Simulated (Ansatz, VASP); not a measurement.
MgI2 in VASP and in Ansatz

The input INCAR:

```
SYSTEM = MgI2
PREC = Accurate
ENCUT = 600
EDIFF = 1E-7
ISMEAR = 0
SIGMA = 0.02
LREAL = .FALSE.
LASPH = .TRUE.
NELM = 100
ALGO = Normal
ISIF = 3
LWAVE = .FALSE.
LCHARG = .FALSE.
GGA = PE
IVDW = 12
IBRION = 2
NSW = 70
EDIFFG = -0.02
```

File KPOINTS:

```
Automatic mesh
0
G
  6 6 4
  0 0 0
```

POSCAR

```
MgI2
1.0
    4.1956844300      0.0000000000      0.0000000000
   -2.0978422200      3.6335694800      0.0000000000
    0.0000000000      0.0000000000      7.1057267200
Mg I
1 2
Direct
    0.0000000000      0.0000000000      0.0000000000
    0.3333333400      0.6666666900      0.2340768400
    0.6666666900      0.3333333400      0.7659231400
```

Input for Ansatz:

```yaml
crystal:
  lattice:
    - [4.195684, 0.0, 0.0]
    - [-2.097842, 3.633569, 0.0]
    - [0.0, 0.0, 7.105727]
  atoms:
    - { symbol: Mg, position: [0.0, 0.0, 0.0] }
    - { symbol: I, position: [0.333333, 0.666667, 0.234077] }
    - { symbol: I, position: [0.666667, 0.333333, 0.765923] }
basis:
  ecutwfc: 420
kpoints:
  mp_grid: { grid: [6, 6, 4] }
hamiltonian:
  xc: pbe
  dispersion: d3bj
scf:
  occupations: { method: gaussian, width: 0.02 }
output:
  forces: true
  stress: true
  eigenvalues: true
relax:
  adjacent_minimum: "off"
  f_tol: 0.02
  max_steps: 50
  cell: { stress_tol: 0.1 }
```

The cell comes from a database or a generator and needn't be the stable form of this composition.

Alike in both runs: task relaxation of cell and atoms; functional PBE; dispersion D3(BJ); k mesh 6 × 6 × 4; occupations gaussian, width 0.02 eV; no spin polarisation.

|  | VASP | Ansatz |
| --- | --- | --- |
| version | VASP 6.6.1 | Ansatz 0.2.0 |
| potentials or method | VASP PAW PBE potentials, release 64 (Mg, I) | scalar-relativistic, plane waves, PAW |
| plane-wave cutoff (eV) | 600 | 420 |
| valence electrons in the cell | 16 | 44 |

VASP gave:

| Quantity | Value |
| --- | --- |
| gap on the k mesh at the Fermi level, each at its own relaxed structure (eV) | 3.52 |
| relaxed volume (Å³/atom) | 33.66 |
| relaxed cell length with the largest relative difference (Å) | 6.841 |
| energy change over the relaxation (meV/atom) | -8 |

Problem. What did Ansatz give for the same quantities?

Solution. gap on the k mesh at the Fermi level, each at its own relaxed structure (eV): 3.54; relaxed volume (Å³/atom): 33.58; relaxed cell length with the largest relative difference (Å): 6.835; energy change over the relaxation (meV/atom): -8.

The two sets of potentials don't hold the same shells in valence. Ansatz warned: «structure_snapped_to_symmetry».

Caveats: spin-orbit coupling is left out, which moves the levels of the heavy elements. A hybrid or GW would open this gap; PBE tends to underestimate it. A k mesh can miss the band edges.
